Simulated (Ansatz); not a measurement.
## Molecular dynamics of Si

Input:

```yaml
accuracy: low
crystal:
  lattice:
    - [0.0, 5.605281, 5.605281]
    - [5.605281, 0.0, 5.605281]
    - [5.605281, 5.605281, 0.0]
  atoms:
    - { symbol: Si, position: [0.04895526, -0.0057221, -0.01185473] }
    - { symbol: Si, position: [0.05963169, 0.16873028, 0.15820663] }
    - { symbol: Si, position: [-0.05066842, 0.0455318, 0.49458271] }
    - { symbol: Si, position: [0.12943186, 0.07955414, 0.64763067] }
    - { symbol: Si, position: [-0.0745163, 0.50158788, -0.0077928] }
    - { symbol: Si, position: [0.15198078, 0.60926845, 0.08694358] }
    - { symbol: Si, position: [0.05198281, 0.48721405, 0.43072849] }
    - { symbol: Si, position: [0.04375269, 0.6929871, 0.59322931] }
    - { symbol: Si, position: [0.43266272, -0.07308632, 0.11773036] }
    - { symbol: Si, position: [0.71752183, 0.17150811, 0.06820804] }
    - { symbol: Si, position: [0.47680772, 0.05811688, 0.4751057] }
    - { symbol: Si, position: [0.54467343, 0.18016432, 0.74041005] }
    - { symbol: Si, position: [0.48814226, 0.45352279, -0.0894855] }
    - { symbol: Si, position: [0.60218784, 0.50390614, 0.11683549] }
    - { symbol: Si, position: [0.40765065, 0.52970853, 0.49102937] }
    - { symbol: Si, position: [0.55693593, 0.74339475, 0.51504625] }
basis:
  ecutwfc: 420.0
kpoints:
  mp_grid: { grid: [2, 2, 2] }
hamiltonian:
  xc: pbe
scf:
  occupations: { method: fermi_dirac, width: 0.3 }
  lower_state_search: "off"
md:
  timestep: 1.5
  n_steps: 140
  ensemble: nvt_langevin
  temperature: 2800.0
  initial_velocities: maxwell_boltzmann
  seed: 226095
  friction: 0.02
  temperature_schedule:
    - { n_steps: 105, end_temperature: 300.0 }
    - { n_steps: 35, end_temperature: 300.0 }
```

Launched with:

```bash
$ ansatz run input.yaml --threads 1 --pin off --max-ram 3072MiB --backend cpu --events-out ev --progress --plain --runs-dir out
```

It goes on from the last frame of an earlier run, with new velocities.

Output, in part (step lines):

```
md step     0: t =     0.00 fs  T =  2625.0 K (target 2800.0 K)  F+E_penalty+E_count = -10162.94143788 eV  E_kin = 5.428920 eV  (9 SCF iters)
md step     1: t =     1.50 fs  T =  2440.7 K (target 2788.1 K)  F+E_penalty+E_count = -10163.03219369 eV  E_kin = 5.047815 eV  (7 SCF iters)
md step     2: t =     3.00 fs  T =  2587.7 K (target 2764.3 K)  F+E_penalty+E_count = -10163.11656823 eV  E_kin = 5.351709 eV  (7 SCF iters)
md step     3: t =     4.50 fs  T =  2812.8 K (target 2740.5 K)  F+E_penalty+E_count = -10163.21839372 eV  E_kin = 5.817266 eV  (7 SCF iters)
md step     4: t =     6.00 fs  T =  2981.2 K (target 2716.7 K)  F+E_penalty+E_count = -10163.31346210 eV  E_kin = 6.165684 eV  (7 SCF iters)
md step     5: t =     7.50 fs  T =  2972.9 K (target 2692.9 K)  F+E_penalty+E_count = -10163.38334066 eV  E_kin = 6.148486 eV  (6 SCF iters)
md step     6: t =     9.00 fs  T =  3133.9 K (target 2669.0 K)  F+E_penalty+E_count = -10163.42447407 eV  E_kin = 6.481433 eV  (5 SCF iters)
md step     7: t =    10.50 fs  T =  3151.3 K (target 2645.2 K)  F+E_penalty+E_count = -10163.42867963 eV  E_kin = 6.517397 eV  (5 SCF iters)
[... lines left out ...]
md step   139: t =   208.50 fs  T =   549.2 K (target 300.0 K)  F+E_penalty+E_count = -10165.85653636 eV  E_kin = 1.135923 eV  (4 SCF iters)
md step   140: t =   210.00 fs  T =   558.0 K (target 300.0 K)  F+E_penalty+E_count = -10165.87747538 eV  E_kin = 1.154013 eV  (6 SCF iters)
```

The steps, from the saved trajectory:

```json
{"time (fs)": "0.0", "T (K)": "2625", "potential energy less start (eV)": "0.000"}
{"time (fs)": "6.0", "T (K)": "2981", "potential energy less start (eV)": "-0.372"}
{"time (fs)": "12.0", "T (K)": "3261", "potential energy less start (eV)": "-0.463"}
{"time (fs)": "18.0", "T (K)": "2641", "potential energy less start (eV)": "-0.321"}
{"time (fs)": "24.0", "T (K)": "2539", "potential energy less start (eV)": "-0.065"}
{"time (fs)": "30.0", "T (K)": "2252", "potential energy less start (eV)": "0.089"}
{"time (fs)": "36.0", "T (K)": "2669", "potential energy less start (eV)": "0.213"}
{"time (fs)": "42.0", "T (K)": "2365", "potential energy less start (eV)": "0.560"}
{"time (fs)": "48.0", "T (K)": "1931", "potential energy less start (eV)": "0.505"}
{"time (fs)": "54.0", "T (K)": "2160", "potential energy less start (eV)": "0.010"}
{"time (fs)": "60.0", "T (K)": "2351", "potential energy less start (eV)": "-0.458"}
{"time (fs)": "66.0", "T (K)": "2029", "potential energy less start (eV)": "-0.471"}
{"time (fs)": "72.0", "T (K)": "1664", "potential energy less start (eV)": "-0.292"}
{"time (fs)": "78.0", "T (K)": "1621", "potential energy less start (eV)": "-0.351"}
{"time (fs)": "84.0", "T (K)": "1460", "potential energy less start (eV)": "-0.469"}
{"time (fs)": "90.0", "T (K)": "1863", "potential energy less start (eV)": "-0.727"}
{"time (fs)": "96.0", "T (K)": "1741", "potential energy less start (eV)": "-0.853"}
{"time (fs)": "102.0", "T (K)": "1579", "potential energy less start (eV)": "-0.682"}
{"time (fs)": "108.0", "T (K)": "1232", "potential energy less start (eV)": "-0.569"}
{"time (fs)": "114.0", "T (K)": "1357", "potential energy less start (eV)": "-0.751"}
{"time (fs)": "120.0", "T (K)": "1265", "potential energy less start (eV)": "-1.166"}
{"time (fs)": "126.0", "T (K)": "1414", "potential energy less start (eV)": "-1.554"}
{"time (fs)": "132.0", "T (K)": "1209", "potential energy less start (eV)": "-1.722"}
{"time (fs)": "138.0", "T (K)": "1018", "potential energy less start (eV)": "-1.765"}
{"time (fs)": "144.0", "T (K)": "937", "potential energy less start (eV)": "-1.853"}
{"time (fs)": "150.0", "T (K)": "868", "potential energy less start (eV)": "-1.968"}
{"time (fs)": "156.0", "T (K)": "910", "potential energy less start (eV)": "-2.116"}
{"time (fs)": "162.0", "T (K)": "795", "potential energy less start (eV)": "-2.216"}
{"time (fs)": "168.0", "T (K)": "661", "potential energy less start (eV)": "-2.250"}
{"time (fs)": "174.0", "T (K)": "537", "potential energy less start (eV)": "-2.248"}
{"time (fs)": "180.0", "T (K)": "536", "potential energy less start (eV)": "-2.299"}
{"time (fs)": "186.0", "T (K)": "555", "potential energy less start (eV)": "-2.406"}
{"time (fs)": "192.0", "T (K)": "593", "potential energy less start (eV)": "-2.594"}
{"time (fs)": "198.0", "T (K)": "651", "potential energy less start (eV)": "-2.761"}
{"time (fs)": "204.0", "T (K)": "577", "potential energy less start (eV)": "-2.850"}
{"time (fs)": "210.0", "T (K)": "558", "potential energy less start (eV)": "-2.936"}
```

All steps were run. The schedule's set-point averaged 511 K over the second half and the system 889 K, so it lags behind the ramp. A run of 0.21 ps of so small a system gives no equilibrium averages. Limits of this set-up: coarse k mesh, low accuracy level.

Mean squared displacements from the first frame to the last, about the centre of mass: Si 0.94 Å².

Last frame:

```xyz
16
Lattice="0.0000 5.6053 5.6053 5.6053 0.0000 5.6053 5.6053 5.6053 0.0000" Properties=species:S:1:pos:R:3
Si 0.205 -0.379 0.083
Si 1.585 1.222 1.270
Si 2.970 2.732 -0.195
Si 3.861 3.997 1.827
Si 2.852 -0.310 2.749
Si 4.052 0.935 4.466
Si 5.316 2.435 3.089
Si 6.886 4.076 4.112
Si -0.430 2.371 3.676
Si 1.604 3.677 4.562
Si 3.210 5.765 4.338
Si 5.396 5.796 2.845
Si 2.649 2.154 5.987
Si 4.104 3.535 7.357
Si 5.095 5.217 5.502
Si 6.235 6.635 7.008
```

Run time: 12 min on 1 thread of Arm Neoverse V2, on a shared host, peak memory 0.69 GiB.
